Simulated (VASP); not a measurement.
# GaN (F-43m) in VASP: further runs, part 2 of 2

VASP 6.6.1. The steps go on from the part before.

## Step 3: Relaxation of cell and atoms, PBE

This run uses another cell than the first one, of 11.76 Å³/atom, 1.028 times its volume.

Contents of INCAR:

```
SYSTEM = GaN
PREC = Accurate
ENCUT = 900
EDIFF = 1E-7
ISMEAR = 0
SIGMA = 0.02
LREAL = .False.
LASPH = .True.
NELM = 100
ALGO = Normal
ISIF = 3
LWAVE = .False.
LCHARG = .False.
GGA = PE
IBRION = 2
NSW = 80
EDIFFG = -0.002
```

Contents of KPOINTS:

```
Automatic mesh
0
Gamma
  12 12 12
  0 0 0
```

Contents of POSCAR:

```
GaN                                     
1.0
    0.0000000000      2.2740787317      2.2740787317
    2.2740787317      0.0000000000      2.2740787317
    2.2740787317      2.2740787317      0.0000000000
  Ga              N             
     1     1
Direct
     0.0000000000000000    0.0000000000000000    0.0000000000000000
     0.7500000000000000    0.7500000000000000    0.7500000000000000
```

Potentials or basis: VASP PAW PBE potentials, release 64 (Ga_h, N_h).

Started as:

```sh
$ cat potpaw_PBE.64/Ga_h/POTCAR potpaw_PBE.64/N_h/POTCAR > POTCAR
$ mpirun -np 1 vasp_std > vasp.out
```

OUTCAR:

```text
SYSTEM = GaN
   PREC = Accurate
   ENCUT = 900
   EDIFF = 1E-7
   ISMEAR = 0
   LREAL = .False.
   LASPH = .True.
   NELM = 100
   ISIF = 3
   GGA = PE
   IBRION = 2
   NSW = 80
   EDIFFG = -0.002

 ion  position               nearest neighbor table
   1  0.000  0.000  0.000-
   2  0.750  0.750  0.750-

  LATTYP: Found a face centered cubic cell.
 ALAT       =     4.5481574634

  Lattice vectors:

 A1 = (   0.0000000000,   2.2740787317,   2.2740787317)
 A2 = (   2.2740787317,   0.0000000000,   2.2740787317)
 A3 = (   2.2740787317,   2.2740787317,   0.0000000000)

Analysis of symmetry for initial positions (statically):
=====================================================================
 Subroutine PRICEL returns:
 Original cell was already a primitive cell.

 Routine SETGRP: Setting up the symmetry group for a
 face centered cubic supercell.

 Subroutine GETGRP returns: Found 24 space group operations
 (whereof 24 operations were pure point group operations)
 out of a pool of 48 trial point group operations.

The static configuration has the point symmetry T_d .

Analysis of symmetry for dynamics (positions and initial velocities):
=====================================================================
 Subroutine PRICEL returns:
 Original cell was already a primitive cell.

 Routine SETGRP: Setting up the symmetry group for a
 face centered cubic supercell.

 Subroutine GETGRP returns: Found 24 space group operations
 (whereof 24 operations were pure point group operations)
 out of a pool of 48 trial point group operations.

The dynamic configuration has the point symmetry T_d .

 Subroutine INISYM returns: Found 24 space group operations
[... 135 lines left out ...]

--------------------------------------- Ionic step        1  -------------------------------------------

 number of electron      18.0000008 magnetization

 Free energy of the ion-electron system (eV)
  ---------------------------------------------------
  ext. energy  EPLUGINS =         0.00000000
  ---------------------------------------------------
  free energy    TOTEN  =       -12.16847673 eV

  energy without entropy =      -12.16847673  energy(sigma->0) =      -12.16847673

------------------------ aborting loop because EDIFF is reached ----------------------------------------

  FORCE on cell =-STRESS in cart. coord.  units (eV):
  Direction    XX          YY          ZZ          XY          YZ          ZX
  --------------------------------------------------------------------------------------
  -------------------------------------------------------------------------------------
  Total        0.0115605      0.0115605      0.0115605      0.0000000     -0.0000000      0.0000000
  in kB        0.7874798      0.7874798      0.7874798      0.0000000     -0.0000000      0.0000000
  external PRESSURE =       0.7874798 kB  Pullay stress =       0.0000000 kB
[... 59 lines left out ...]
--------------------------------------- Ionic step        3  -------------------------------------------

 number of electron      18.0000008 magnetization

 Free energy of the ion-electron system (eV)
  ---------------------------------------------------
  ext. energy  EPLUGINS =         0.00000000
  ---------------------------------------------------
  free energy    TOTEN  =       -12.16847902 eV

  energy without entropy =      -12.16847902  energy(sigma->0) =      -12.16847902

 E-fermi :   6.6402     XC(G=0): -11.4304

 val. band max:        6.4714779755   @ k =   0.0000   0.0000   0.0000
 cond. band min:       8.0159521531   @ k =   0.0000   0.0000   0.0000
 fundamental gap:      1.5444741776
 Fermi energy:         6.6402036264

 k-point     1 :       0.0000    0.0000    0.0000
  band No.  band energies     occupation
      1      -9.2370      2.00000
      2      -6.9680      2.00000
      3      -6.9680      2.00000
      4      -6.9680      2.00000
      5      -6.6769      2.00000
      6      -6.6769      2.00000
      7       6.4715      2.00000
      8       6.4715      2.00000
      9       6.4715      2.00000
     10       8.0160      0.00000
     11      16.6004      0.00000
     12      16.6004      0.00000
     13      16.6004      0.00000
[... 354 lines left out ...]
  band No.  band energies     occupation
      1      -8.3712      2.00000
      2      -6.8804      2.00000
      3      -6.8400      2.00000
      4      -6.6732      2.00000
      5      -6.6465      2.00000
      6      -5.2593      2.00000
      7       0.0257      2.00000
      8       4.0316      2.00000
      9       5.2233      2.00000
     10      12.2285      0.00000
     11      13.8984      0.00000
     12      16.5341      0.00000
     13      17.4423      0.00000

 [... further k-points ...]

------------------------ aborting loop because EDIFF is reached ----------------------------------------

  FORCE on cell =-STRESS in cart. coord.  units (eV):
  Direction    XX          YY          ZZ          XY          YZ          ZX
  --------------------------------------------------------------------------------------
  -------------------------------------------------------------------------------------
  Total        0.0007528      0.0007528      0.0007528      0.0000000      0.0000000      0.0000000
  in kB        0.0512586      0.0512586      0.0512586      0.0000000      0.0000000      0.0000000
  external PRESSURE =       0.0512586 kB  Pullay stress =       0.0000000 kB
[... 17 lines left out ...]
  FREE ENERGIE OF THE ION-ELECTRON SYSTEM (eV)
  ---------------------------------------------------
  free  energy   TOTEN  =       -12.1684790197 eV

  energy  without entropy=      -12.1684790197  energy(sigma->0) =      -12.16847902

 reached required accuracy - stopping structural energy minimisation
```

Wall time 82 s (1 thread of AMD EPYC 7R13 (Zen 3), shared host); peak memory 0.19 GiB.

Results:

| Property | Result |
| --- | --- |
| Free energy | -12.1685 eV |
| Relaxed volume | 11.76 Å³/atom |
| Relaxed cell | a = 3.216 Å, b = 3.216 Å, c = 3.216 Å, α = 60.00°, β = 60.00°, γ = 60.00° |
| Space group after relaxing (to 0.05 Å) | F-43m (No. 216) |
| Energy gained by relaxing | 0.0 meV/atom |
| Ionic steps | 3 |
| Pressure after relaxing | 0.0 GPa |
| Band gap on the k mesh | 1.54 eV, direct |

Final structure:
```cif
data_structure
_symmetry_space_group_name_H-M 'P 1'
_symmetry_Int_Tables_number 1
_cell_length_a 3.2165
_cell_length_b 3.2165
_cell_length_c 3.2165
_cell_angle_alpha 60.000
_cell_angle_beta 60.000
_cell_angle_gamma 60.000
_cell_volume 23.53
loop_
_atom_site_label
_atom_site_type_symbol
_atom_site_fract_x
_atom_site_fract_y
_atom_site_fract_z
_atom_site_occupancy
Ga1 Ga 0.00000 0.00000 0.00000 1
N1 N 0.75000 0.75000 0.75000 1
```

Caveat: the cutoff is under 1.25 times the usual one of these potentials, so pressure, stress and relaxed cells hold a basis-set (Pulay) error.
